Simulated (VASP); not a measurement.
# BN (Qingsongite) (F-43m) in VASP: further runs

Runs on BN (Qingsongite). Level: r2SCAN. Tasks: single point.

All numbers are computed with VASP 6.6.1; they aren't measurements. Logs are shortened: lines on timing, memory, paths and dates and some standing lists are left out, and cuts for length are marked.

**Experimental background.**

A printed reference work, monograph reports, for a bulk crystal of BN at 300 K: band gap 6.4 eV (indirect).

The runs below are set against these values where they give the same quantity.

## 1. The cell of the first run

Symmetry: F-43m, No. 216, cubic system. Conventional cell: a = 3.560 Å, b = 3.560 Å, c = 3.560 Å, α = 90.00°, β = 90.00°, γ = 90.00°. B (site symmetry -43m) has 4 N at 1.54 Å within 2.1 Å. Within 2.1 Å of N (site symmetry -43m) lie 4 B at 1.54 Å.

## 2. Single point, r2SCAN

Input file POSCAR:

```
BN
1.0
    0.0000000000      1.7800345600      1.7800345600
    1.7800345600      0.0000000000      1.7800345600
    1.7800345600      1.7800345600      0.0000000000
B N
1 1
Direct
    0.0000000000      0.0000000000      0.0000000000
    0.2500000000      0.2500000000      0.2500000000
```

Input file INCAR.step1:

```
SYSTEM = BN
PREC     = Accurate       ! precision mode
ENCUT    = 910            ! plane-wave cutoff, eV
ISMEAR   = -1             ! smearing method
SIGMA    = 0.02           ! smearing width, eV
LREAL    = .False.        ! projectors in reciprocal space
LASPH    = .True.         ! aspherical terms in the spheres
NELM     = 120            ! most SCF steps
NBANDS   = 11             ! bands
GGA      = PE             ! functional
ALGO     = Normal         ! electronic algorithm
EDIFF    = 1E-5           ! SCF threshold, eV
LWAVE    = .True.         ! write WAVECAR
LCHARG   = .False.        ! write CHGCAR
GGA_COMPAT= .False.
```

Input file INCAR.step2:

```
SYSTEM = BN
PREC     = Accurate       ! precision mode
ENCUT    = 910            ! plane-wave cutoff, eV
EDIFF    = 1E-6           ! SCF threshold, eV
ISMEAR   = -1             ! smearing method
SIGMA    = 0.02           ! smearing width, eV
LREAL    = .False.        ! projectors in reciprocal space
LASPH    = .True.         ! aspherical terms in the spheres
NELM     = 120            ! most SCF steps
ALGO     = Normal         ! electronic algorithm
ISIF     = 2              ! what is computed and relaxed
LWAVE    = .False.        ! write WAVECAR
LCHARG   = .True.         ! write CHGCAR
METAGGA  = R2SCAN         ! meta-GGA
LMIXTAU  = .True.       
LELF     = .True.         ! ELF
LVHAR    = .True.       
NBANDS   = 11             ! bands
ISTART   = 1            
GGA_COMPAT= .False.
```

Input file KPOINTS:

```
Automatic mesh
0
Gamma
  14 14 14
  0 0 0
```

Potentials or basis: VASP PAW PBE potentials, release 64 (B_h, N_h).

Started as:

```
cat potpaw_PBE.64/B_h/POTCAR potpaw_PBE.64/N_h/POTCAR > POTCAR
cp INCAR.step1 INCAR
mpirun -np 1 vasp_std > vasp.out
cp INCAR.step2 INCAR
mpirun -np 1 vasp_std > vasp.out
```

OUTCAR:

```text
SYSTEM = BN
   PREC = Accurate
   ENCUT = 910
   EDIFF = 1E-6
   ISMEAR = -1
   LREAL = .False.
   LASPH = .True.
   NELM = 120
   ISIF = 2
   METAGGA = R2SCAN
   ISTART = 1

 ion  position               nearest neighbor table
   1  0.000  0.000  0.000-
   2  0.250  0.250  0.250-

  LATTYP: Found a face centered cubic cell.
 ALAT       =     3.5600691200

  Lattice vectors:

 A1 = (   0.0000000000,   1.7800345600,   1.7800345600)
 A2 = (   1.7800345600,   0.0000000000,   1.7800345600)
 A3 = (   1.7800345600,   1.7800345600,   0.0000000000)

Analysis of symmetry for initial positions (statically):
=====================================================================
 Subroutine PRICEL returns:
 Original cell was already a primitive cell.

 Routine SETGRP: Setting up the symmetry group for a
 face centered cubic supercell.

 Subroutine GETGRP returns: Found 24 space group operations
 (whereof 24 operations were pure point group operations)
 out of a pool of 48 trial point group operations.

The static configuration has the point symmetry T_d .

Analysis of symmetry for dynamics (positions and initial velocities):
=====================================================================
 Subroutine PRICEL returns:
 Original cell was already a primitive cell.

 Routine SETGRP: Setting up the symmetry group for a
 face centered cubic supercell.

 Subroutine GETGRP returns: Found 24 space group operations
 (whereof 24 operations were pure point group operations)
 out of a pool of 48 trial point group operations.

The dynamic configuration has the point symmetry T_d .

 Subroutine INISYM returns: Found 24 space group operations
 (whereof 24 operations are pure point group operations),
 and found     1 'primitive' translations

----------------------------------------------------------------------------------------

                                     Primitive cell

  volume of cell :      11.2802

  direct lattice vectors                    reciprocal lattice vectors
     0.000000000  1.780034560  1.780034560    -0.280893423  0.280893423  0.280893423
     1.780034560  0.000000000  1.780034560     0.280893423 -0.280893423  0.280893423
     1.780034560  1.780034560  0.000000000     0.280893423  0.280893423 -0.280893423

  length of vectors
     2.517349016  2.517349016  2.517349016     0.486521680  0.486521680  0.486521680

  position of ions in fractional coordinates (direct lattice)
     0.000000000  0.000000000  0.000000000
     0.250000000  0.250000000  0.250000000

  ion indices of the primitive-cell ions
   primitive index   ion index
                 1           1
                 2           2

----------------------------------------------------------------------------------------

 KPOINTS: Automatic mesh

Automatic generation of k-mesh.
 Grid dimensions read from file:
 generate k-points for:   14   14   14

 Generating k-lattice:

  Cartesian coordinates                     Fractional coordinates (reciprocal lattice)
    -0.020063816  0.020063816  0.020063816     0.071428571  0.000000000  0.000000000
     0.020063816 -0.020063816  0.020063816     0.000000000  0.071428571  0.000000000
     0.020063816  0.020063816 -0.020063816     0.000000000  0.000000000  0.071428571

  Length of vectors
     0.034751549  0.034751549  0.034751549

  Shift w.r.t. Gamma in fractional coordinates (k-lattice)
     0.000000000  0.000000000  0.000000000

 Subroutine IBZKPT returns following result:
 ===========================================

 Found    104 irreducible k-points:

 Following reciprocal coordinates:
            Coordinates               Weight
  0.000000  0.000000  0.000000      1.000000
  0.071429  0.000000  0.000000      8.000000
  0.142857  0.000000  0.000000      8.000000
  0.214286  0.000000  0.000000      8.000000
  0.285714  0.000000  0.000000      8.000000
  0.357143  0.000000  0.000000      8.000000
[... 16 lines left out ...]
  0.214286  0.142857  0.000000     24.000000
  0.285714  0.142857  0.000000     24.000000
 [... further k-points ...]
   k-points           NKPTS =    104   k-points in BZ     NKDIM =    104   number of bands    NBANDS=     11
   number of dos      NEDOS =    301   number of ions     NIONS =      2
   total plane-waves  NPLWV =  21952
   dimension x,y,z NGX =    28 NGY =   28 NGZ =   28
   dimension x,y,z NGXF=    56 NGYF=   56 NGZF=   56
   ions per type =               1   1
   NGX,Y,Z   is equivalent  to a cutoff of  18.49, 18.49, 18.49 a.u.
   NGXF,Y,Z  is equivalent  to a cutoff of  36.98, 36.98, 36.98 a.u.
 SYSTEM =  BN
   PREC   = accura    normal or accurate (medium, high low for compatibility)
   ISTART =      1    job   : 0-new  1-cont  2-samecut
   ICHARG =      0    charge: 1-file 2-atom 10-const
   ISPIN  =      1    spin polarized calculation?
   LNONCOLLINEAR =      F non collinear calculations
   LSORBIT =      F    spin-orbit coupling
   LASPH  =      T    aspherical Exc in radial PAW
   ENCUT  =  910.0 eV  66.88 Ry    8.18 a.u.   6.19  6.19  6.19*2*pi/ulx,y,z
   NELM   =    120;   NELMIN=  2; NELMDL=  0     # of ELM steps
   EDIFF  = 0.1E-05   stopping-criterion for ELM
   LREAL  =      F    real-space projection
   EDIFFG = 0.1E-04   stopping-criterion for IOM
   NSW    =      0    number of steps for IOM
   IBRION =     -1    ionic relax: 0-MD 1-quasi-New 2-CG
   NFREE  =      0    steps in history (QN), initial steepest desc. (CG)
   ISIF   =      2    stress and relaxation
   ISYM   =      2    0-nonsym 1-usesym 2-fastsym
   POTIM  = 0.5000    time-step for ionic-motion
   TEBEG  =    0.0;   TEEND  =   0.0 temperature during run
   PSTRESS=    0.0 pullay stress
   NELECT =       8.0000    total number of electrons
   NUPDOWN=      -1.0000    fix difference up-down
   EMIN   =  10.00;   EMAX   =-10.00  energy-range for DOS
   EFERMI =   0.00;   METHOD = LEGACY
   ISMEAR =    -1;   SIGMA  =   0.02  broadening in eV -4-tet -1-fermi 0-gaus
   EFERMI_NEDOS =   21; number of points for ismear=-14 and -15
   IALGO  =     38    algorithm
   IMIX   =      4    mixing-type and parameters
     AMIX     =   0.40;   BMIX     =  1.00
     AMIX_MAG =   1.60;   BMIX_MAG =  1.00
  volume/ion in A,a.u.               =       5.64        38.06
  Fermi-wavevector in a.u.,A,eV,Ry     =   1.459933  2.758874 28.999535  2.131406
  Thomas-Fermi vector in A             =   2.576442
   LORBIT       =      0    0 simple, 1 ext, 2 COOP (PROOUT), +10 PAW based schemes
   METAGGA = R2SCAN    functional components
   LHFCALC =     F    Hartree Fock is set to
   AEXX    =    0.0000 exact exchange contribution
   IVDW    =     0    specifies the selected vdW correction
   LEPSILON=     F    determine dielectric tensor
   LRPA    =     F    only Hartree local field effects (RPA)
 non-spin polarized calculation
  energy-cutoff  :      910.00
  volume of cell :       11.28
 maximum number of plane-waves:       725
 NGX is ok and might be reduce to    28
   NGX = 13   NGY = 13   NGZ = 13

 number of electron       8.0000000 magnetization

 Free energy of the ion-electron system (eV)
  ---------------------------------------------------
  ext. energy  EPLUGINS =         0.00000000
  ---------------------------------------------------
  free energy    TOTEN  =       -19.17490615 eV

  energy without entropy =      -19.17490615  energy(sigma->0) =      -19.17490615

 E-fermi :   9.9450     XC(G=0): -14.0053

 val. band max:        9.5774001321   @ k =   0.0000   0.0000   0.0000
 cond. band min:      14.6276275595   @ k =   0.5000   0.5000   0.0000
 fundamental gap:      5.0502274274
 Fermi energy:         9.9449650672

 k-point     1 :       0.0000    0.0000    0.0000
  band No.  band energies     occupation
      1     -12.2477      2.00000
      2       9.5774      2.00000
      3       9.5774      2.00000
      4       9.5774      2.00000
      5      19.3563      0.00000
      6      19.3563      0.00000
      7      19.3563      0.00000
      8      21.4446      0.00000
      9      36.6444      0.00000
     10      38.8519      0.00000
     11      38.8519      0.00000

 k-point     2 :       0.0714    0.0000    0.0000
  band No.  band energies     occupation
      1     -12.1143      2.00000
      2       8.8423      2.00000
      3       9.4319      2.00000
      4       9.4319      2.00000
      5      19.5791      0.00000
      6      19.5821      0.00000
      7      19.5822      0.00000
      8      21.8559      0.00000
      9      36.4102      0.00000
     10      37.0097      0.00000
     11      37.0097      0.00000

 k-point     3 :       0.1429    0.0000    0.0000
  band No.  band energies     occupation
      1     -11.7176      2.00000
      2       7.0532      2.00000
      3       9.0589      2.00000
      4       9.0589      2.00000
      5      19.9499      0.00000
      6      20.1424      0.00000
      7      20.1424      0.00000
      8      22.9404      0.00000
      9      35.3935      0.00000
     10      35.3935      0.00000
     11      35.8265      0.00000

 k-point     4 :       0.2143    0.0000    0.0000
  band No.  band energies     occupation
      1     -11.0700      2.00000
      2       4.8286      2.00000
      3       8.5902      2.00000
      4       8.5902      2.00000
      5      20.2810      0.00000
      6      20.7632      0.00000
      7      20.7632      0.00000
      8      24.2066      0.00000
      9      34.6492      0.00000
     10      34.6492      0.00000
     11      35.2278      0.00000
[... 239 lines left out ...]
 k-point    22 :       0.1429    0.1429    0.0000
  band No.  band energies     occupation
      1     -11.5416      2.00000
      2       7.8910      2.00000
      3       8.0791      2.00000
      4       8.0791      2.00000
      5      18.4976      0.00000
      6      21.4932      0.00000
      7      21.4932      0.00000
      8      22.8050      0.00000
      9      31.0685      0.00000
     10      38.1039      0.00000
     11      39.8544      0.00000

 k-point    23 :       0.2143    0.1429    0.0000
  band No.  band energies     occupation
      1     -11.0660      2.00000
      2       6.2156      2.00000
      3       7.5048      2.00000
      4       7.9526      2.00000
      5      18.4294      0.00000
      6      22.1752      0.00000
      7      22.3764      0.00000
      8      23.3051      0.00000
      9      30.2100      0.00000
     10      38.3601      0.00000
     11      39.1676      0.00000

 k-point    24 :       0.2857    0.1429    0.0000
  band No.  band energies     occupation
      1     -10.3521      2.00000
      2       4.1528      2.00000
      3       7.0321      2.00000
      4       7.5776      2.00000
      5      18.7726      0.00000
      6      22.5962      0.00000
      7      23.0374      0.00000
      8      23.7683      0.00000
      9      30.5034      0.00000
     10      38.2154      0.00000
     11      38.7226      0.00000

 [... further k-points ...]

------------------------ aborting loop because EDIFF is reached ----------------------------------------

  FORCE on cell =-STRESS in cart. coord.  units (eV):
  Direction    XX          YY          ZZ          XY          YZ          ZX
  --------------------------------------------------------------------------------------
  -------------------------------------------------------------------------------------
  Total        1.1908319      1.1908319      1.1908319      0.0000000      0.0000000     -0.0000000
  in kB      169.1397713    169.1397713    169.1397713      0.0000000      0.0000000     -0.0000000
  external PRESSURE =     169.1397713 kB  Pullay stress =       0.0000000 kB

 VOLUME and BASIS-vectors are now :
 -----------------------------------------------------------------------------
  energy-cutoff  :      910.00
  volume of cell :       11.28
      direct lattice vectors                 reciprocal lattice vectors
     0.000000000  1.780034560  1.780034560    -0.280893423  0.280893423  0.280893423
     1.780034560  0.000000000  1.780034560     0.280893423 -0.280893423  0.280893423
     1.780034560  1.780034560  0.000000000     0.280893423  0.280893423 -0.280893423

 POSITION                                       TOTAL-FORCE (eV/Angst)
 -----------------------------------------------------------------------------------
      0.00000      0.00000      0.00000        -0.000000     -0.000000     -0.000000
      0.89002      0.89002      0.89002         0.000000      0.000000      0.000000
 -----------------------------------------------------------------------------------
    total drift:                                0.000000      0.000000      0.000000

  FREE ENERGIE OF THE ION-ELECTRON SYSTEM (eV)
  ---------------------------------------------------
  free  energy   TOTEN  =       -19.1749061524 eV

  energy  without entropy=      -19.1749061524  energy(sigma->0) =      -19.17490615
```

Wall time 1.7 min (1 thread of Intel Xeon Platinum 8259CL at 2.50GHz (Skylake/Cascade Lake), shared host); peak memory 0.17 GiB.

What came out:

```
Free energy            : -19.1749 eV
Pressure               : 16.9 GPa
Band gap on the k mesh : 5.05 eV, indirect (least direct gap 9.78 eV)
```

Levels at points of the mesh, in eV from the valence-band top:
```csv
k point,band 1,band 2,band 3,band 4,band 5,band 6,band 7,band 8
"(0.00, 0.00, 0.00)",-21.83,0.00,0.00,0.00,9.78,9.78,9.78,11.87
"(0.50, 0.00, 0.00)",-17.31,-11.51,-2.10,-2.10,11.42,11.75,11.75,16.92
"(0.50, 0.50, 0.00)",-15.82,-9.62,-5.32,-5.32,5.05,10.09,20.04,20.04
```

Caveat: the cutoff is under 1.25 times the usual one of these potentials, so pressure, stress and relaxed cells hold a basis-set (Pulay) error; the PAW data sets were made with another functional, which shifts forces and pressure a little. A k mesh can miss the band edges.

[end of part 1 of 2]
